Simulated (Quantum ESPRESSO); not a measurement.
# MoS2 in Quantum ESPRESSO: equation of state, part 2 of 2

Quantum ESPRESSO 7.5. The steps go on from the part before.

### Step 3. Single point, PBEsol, 30.45 Å³/atom

pw.in

```
&CONTROL
  calculation = 'scf'
  prefix = 'pwscf'
  outdir = './tmp'
  pseudo_dir = './pseudo'
  tprnfor = .true.
  tstress = .true.
  disk_io = 'nowf'
/
&SYSTEM
  ibrav = 0
  nat = 6
  ntyp = 2
  ecutwfc = 45
  ecutrho = 360
  nbnd = 36
  occupations = 'smearing'
  smearing = 'fd'
  degauss = 0.00367493
/
&ELECTRONS
  conv_thr = 1.2d-09
  electron_maxstep = 120
  mixing_beta = 0.5
/
ATOMIC_SPECIES
Mo    95.9500 mo_pbesol_v1.uspp.F.UPF
S     32.0600 s_pbesol_v1.4.uspp.F.UPF
CELL_PARAMETERS angstrom
   3.1415018360    0.0000000000    0.0000000000
  -1.5707509180    2.7206203960    0.0000000000
   0.0000000000    0.0000000000   21.3776537535
ATOMIC_POSITIONS crystal
Mo     0.3333333333    0.6666666667    0.8511602300
Mo     0.6666666667    0.3333333333    0.1488397700
S      0.6666666667    0.3333333333    0.7796253900
S      0.3333333333    0.6666666667    0.0772510000
S      0.6666666667    0.3333333333    0.9227490000
S      0.3333333333    0.6666666667    0.2203746100
K_POINTS automatic
10 10 2 0 0 0
```

Potentials or basis: GBRV 1.5 PBEsol.

The run is started by

```bash
OMP_NUM_THREADS=1 mpirun -n 2 pw.x -nk 2 -in pw.in > pw.out
```

Wall time 76 s (2 MPI ranks of Arm Neoverse V2, shared host); peak memory 0.74 GiB.

It converged, with:

| Item | Value |
| --- | --- |
| Free energy | -5104.1442 eV |
| Largest force | 0.570 eV/Å |
| Band gap on the k mesh | 1.44 eV, indirect (least direct gap 2.00 eV) |

### Step 4. Single point, PBEsol, 31.09 Å³/atom

Edit pw.in of step 3 so:

```diff
@@ -29,5 +29,5 @@
 CELL_PARAMETERS angstrom
-   3.1415018360    0.0000000000    0.0000000000
-  -1.5707509180    2.7206203960    0.0000000000
-   0.0000000000    0.0000000000   21.3776537535
+   3.1631680506    0.0000000000    0.0000000000
+  -1.5815840253    2.7393838882    0.0000000000
+   0.0000000000    0.0000000000   21.5250905073
 ATOMIC_POSITIONS crystal
```

The run is started by

```bash
OMP_NUM_THREADS=1 mpirun -n 2 pw.x -nk 2 -in pw.in > pw.out
```

Wall time 77 s (2 MPI ranks of Arm Neoverse V2, shared host); peak memory 0.76 GiB.

It converged, with:

```yaml
Free_energy: -5104.1602 eV
Largest_force: 0.204 eV/Å
Band_gap_on_the_k_mesh: 1.41 eV, indirect (least direct gap 1.95 eV)
```

### Step 5. Single point, PBEsol, 31.72 Å³/atom

Edit pw.in of step 4 so:

```diff
@@ -29,5 +29,5 @@
 CELL_PARAMETERS angstrom
-   3.1631680506    0.0000000000    0.0000000000
-  -1.5815840253    2.7393838882    0.0000000000
-   0.0000000000    0.0000000000   21.5250905073
+   3.1845414560    0.0000000000    0.0000000000
+  -1.5922707280    2.7578938003    0.0000000000
+   0.0000000000    0.0000000000   21.6705347200
 ATOMIC_POSITIONS crystal
```

The run is started by

```bash
OMP_NUM_THREADS=1 mpirun -n 2 pw.x -nk 2 -in pw.in > pw.out
```

Wall time 80 s (2 MPI ranks of Arm Neoverse V2, shared host); peak memory 0.78 GiB.

It converged, with:

* Free energy: -5104.1342 eV
* Largest force: 0.150 eV/Å
* Band gap on the k mesh: 1.38 eV, indirect (least direct gap 1.89 eV)

### Step 6. Single point, PBEsol, 32.36 Å³/atom

Edit pw.in of step 5 so:

```diff
@@ -29,5 +29,5 @@
 CELL_PARAMETERS angstrom
-   3.1845414560    0.0000000000    0.0000000000
-  -1.5922707280    2.7578938003    0.0000000000
-   0.0000000000    0.0000000000   21.6705347200
+   3.2056317491    0.0000000000    0.0000000000
+  -1.6028158746    2.7761585299    0.0000000000
+   0.0000000000    0.0000000000   21.8140523775
 ATOMIC_POSITIONS crystal
```

Potentials or basis: GBRV 1.5 PBEsol.

The run is started by

```bash
OMP_NUM_THREADS=1 mpirun -n 2 pw.x -nk 2 -in pw.in > pw.out
```

Run time: 81 s. Hardware: 2 MPI ranks of Arm Neoverse V2, shared host; peak memory 0.78 GiB.

It converged, with:

```yaml
Free_energy: -5104.0704 eV
Largest_force: 0.465 eV/Å
Band_gap_on_the_k_mesh: 1.35 eV, indirect (least direct gap 1.84 eV)
```

### Step 7. Single point, PBEsol, 32.99 Å³/atom

Edit pw.in of step 6 so:

```diff
@@ -29,5 +29,5 @@
 CELL_PARAMETERS angstrom
-   3.2056317491    0.0000000000    0.0000000000
-  -1.6028158746    2.7761585299    0.0000000000
-   0.0000000000    0.0000000000   21.8140523775
+   3.2264481230    0.0000000000    0.0000000000
+  -1.6132240615    2.7941860385    0.0000000000
+   0.0000000000    0.0000000000   21.9557060374
 ATOMIC_POSITIONS crystal
```

The run is started by

```bash
OMP_NUM_THREADS=1 mpirun -n 2 pw.x -nk 2 -in pw.in > pw.out
```

Wall time 96 s (2 MPI ranks of Arm Neoverse V2, shared host); peak memory 0.8 GiB.

Results (log left out):

- Free energy: -5103.9727 eV
- Largest force: 0.757 eV/Å
- Band gap on the k mesh: 1.32 eV, indirect (least direct gap 1.79 eV)

### Step 8. Single point, PBEsol, 33.62 Å³/atom

Edit pw.in of step 7 so:

```diff
@@ -29,5 +29,5 @@
 CELL_PARAMETERS angstrom
-   3.2264481230    0.0000000000    0.0000000000
-  -1.6132240615    2.7941860385    0.0000000000
-   0.0000000000    0.0000000000   21.9557060374
+   3.2469993021    0.0000000000    0.0000000000
+  -1.6234996510    2.8119838817    0.0000000000
+   0.0000000000    0.0000000000   22.0955550693
 ATOMIC_POSITIONS crystal
```

Potentials or basis: GBRV 1.5 PBEsol.

The run is started by

```bash
OMP_NUM_THREADS=1 mpirun -n 2 pw.x -nk 2 -in pw.in > pw.out
```

pw.out:

```text
This program is part of the open-source Quantum ESPRESSO suite
     for quantum simulation of materials; please cite
[... 6 lines left out ...]
     using ibrav=0 with symmetry is DISCOURAGED, use correct ibrav instead

     K-points division:     npool     =       2
     Subspace diagonalization in iterative solution of the eigenvalue problem:
     a serial algorithm will be used

     G-vector sticks info
     --------------------
     sticks:   dense  smooth     PW     G-vecs:    dense   smooth      PW
     Sum         931     463    139               157099    55373    9031

     Using Slab Decomposition

     bravais-lattice index     =            0
     lattice parameter (alat)  =       6.1359  a.u.
     unit-cell volume          =    1361.4338 (a.u.)^3
     number of atoms/cell      =            6
     number of atomic types    =            2
     number of electrons       =        52.00
     number of Kohn-Sham states=           36
     kinetic-energy cutoff     =      45.0000  Ry
     charge density cutoff     =     360.0000  Ry
     scf convergence threshold =      1.2E-09
     mixing beta               =       0.5000
     number of iterations used =            8  plain     mixing
[... 285 lines left out ...]
     1.8026   1.8801   4.6583   4.6813   4.9467   5.1053   5.9758   6.2870
     6.5598   6.6562   9.0797   9.3381

          k = 0.0000-0.5774 0.0000 (  6902 PWs)   bands (ev):

   -58.2040 -58.2040 -32.4928 -32.4928 -32.2900 -32.2900 -32.2643 -32.2642
    -9.4674  -9.4428  -9.2370  -9.2142  -2.9207  -2.8420  -1.9619  -1.8997
    -1.3294  -1.1490  -0.3968  -0.3784   0.8217   0.8861   1.6024   1.6477
     2.0167   2.0495   4.6843   4.6958   5.1388   5.2106   6.1362   6.4542
     6.6293   6.7353   8.4937   8.6524

          k = 0.0000-0.5774-0.0735 (  6868 PWs)   bands (ev):

   -58.2040 -58.2040 -32.4928 -32.4928 -32.2900 -32.2900 -32.2642 -32.2642
    -9.4674  -9.4428  -9.2370  -9.2142  -2.9207  -2.8420  -1.9619  -1.8997
    -1.3294  -1.1490  -0.3968  -0.3784   0.8217   0.8861   1.6024   1.6477
     2.0167   2.0495   4.6843   4.6958   5.1388   5.2106   6.1362   6.4543
     6.6294   6.7354   8.4937   8.6525
[... 123 lines left out ...]
   -58.2010 -58.2010 -32.4317 -32.4317 -32.3663 -32.3663 -32.2838 -32.2838
    -9.2622  -9.2504  -9.1098  -9.0983  -2.4195  -2.3795  -1.9998  -1.9576
    -1.0416  -1.0092  -0.7862  -0.6915  -0.2671  -0.1445   0.6433   0.7388
     2.4870   2.5268   4.2720   4.2899   5.4635   5.7466   5.7517   5.8397
     6.9820   7.1056   9.3957   9.7175

     the Fermi energy is     3.5690 ev

!    total energy              =    -375.12566298 Ry
     estimated scf accuracy    <          8.0E-10 Ry
     smearing contrib. (-TS)   =      -0.00000002 Ry
     internal energy E=F+TS    =    -375.12566296 Ry

     The total energy is F=E-TS. E is the sum of the following terms:
     one-electron contribution =   -1672.42849808 Ry
     hartree contribution      =     843.80269791 Ry
     xc contribution           =     -71.65005526 Ry
     ewald contribution        =     525.15019247 Ry

     convergence has been achieved in  11 iterations

     negative rho (up, down):  7.152E-04 0.000E+00

     Forces acting on atoms (cartesian axes, Ry/au):

     atom    1 type  1   force =     0.00000000    0.00000000    0.00021439
     atom    2 type  1   force =    -0.00000000   -0.00000000   -0.00021439
     atom    3 type  2   force =     0.00000000    0.00000000    0.03989627
     atom    4 type  2   force =    -0.00000000    0.00000000    0.03895983
     atom    5 type  2   force =     0.00000000   -0.00000000   -0.03895983
     atom    6 type  2   force =     0.00000000    0.00000000   -0.03989627

     Total force =     0.078862     Total SCF correction =     0.000140

     Computing stress (Cartesian axis) and pressure

     negative rho (up, down):  7.152E-04 0.000E+00
          total   stress  (Ry/bohr**3)                   (kbar)     P=      -60.52
  -0.00043620   0.00000000   0.00000000          -64.17        0.00        0.00
   0.00000000  -0.00043620  -0.00000000            0.00      -64.17       -0.00
   0.00000000   0.00000000  -0.00036190            0.00        0.00      -53.24

=------------------------------------------------------------------------------=
   JOB DONE.
=------------------------------------------------------------------------------=
```

Wall time 99 s (2 MPI ranks of Arm Neoverse V2, shared host); peak memory 0.82 GiB.

What came out:

```
Free energy            : -5103.8447 eV
Largest force          : 1.026 eV/Å
Band gap on the k mesh : 1.29 eV, indirect (least direct gap 1.75 eV)
```

### Step 9. Equation of state, PBEsol

Potentials or basis: GBRV 1.5 PBEsol.

No new run: the results of the series are fitted here.

Results:

| Property | Result |
| --- | --- |
| Equilibrium volume | 31.00 Å³/atom |
| Bulk modulus at fixed shape and positions | 88 GPa |
| Pressure derivative of the bulk modulus | 4.4 |

Energy against volume, from the lowest point:
| volume (Å³/atom) | energy (meV/atom) |
| --- | --- |
| 29.817 | 13.20 |
| 30.452 | 2.67 |
| 31.086 | 0.00 |
| 31.721 | 4.34 |
| 32.355 | 14.98 |
| 32.990 | 31.26 |
| 33.624 | 52.60 |

Caveat: the cell was scaled at fixed shape and fractional positions, which overstates the stiffness of a crystal with free parameters, most of all of layers and chains.
